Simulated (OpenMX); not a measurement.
Crystal: HgSe.

```
CELL_PARAMETERS angstrom
0.00000 3.03900 3.03900
3.03900 0.00000 3.03900
3.03900 3.03900 0.00000
ATOMIC_POSITIONS crystal
Hg 0.00000 0.00000 0.00000
Se 0.75000 0.75000 0.75000
```

```yaml
Program: OpenMX 3.8.5
Task: single point
Functional: PBE
Potentials_or_basis: OpenMX 2013 PBE set, Hg8.0-s3p2d2f1, Se7.0-s3p2d2, grid cutoff 260 Ry
k_mesh: 9 × 9 × 9
Occupations: fermi-dirac, width 0.05 eV
Spin: no spin polarisation
```

On this cell: pressure 6.3 GPa; largest force zero by symmetry; band gap on the k mesh none (metal or under the smearing width).

The same run follows on a disturbed copy (atoms moved at random, drawn with an rms of 0.05 Å):

```xyz
2
Lattice="0.0000 3.0390 3.0390 3.0390 0.0000 3.0390 3.0390 3.0390 0.0000" Properties=species:S:1:pos:R:3 pbc="T T T"
Hg    0.0081    0.0492   -0.0090
Se    4.5444    4.6040    4.5260
```

Task: What does the disturbed cell give?

Result: The energy (extrapolated to zero smearing) moves by +1.2 meV/atom; pressure 6.3 GPa; largest force 0.129 eV/Å; band gap on the k mesh none (metal or under the smearing width).

Forces on the atoms (eV/Å):
```
Hg  -0.087 -0.005 -0.095
Se   0.086 -0.009  0.094
```

The forces don't sum to zero, so they hold noise of the program's grid.

Caveats: the real-space grid is coarse for these elements, which adds noise of up to some 20 meV/atom to energies and shifts forces, pressures and volumes; the basis of atomic orbitals isn't converged, which shifts pressures, moduli and gaps.
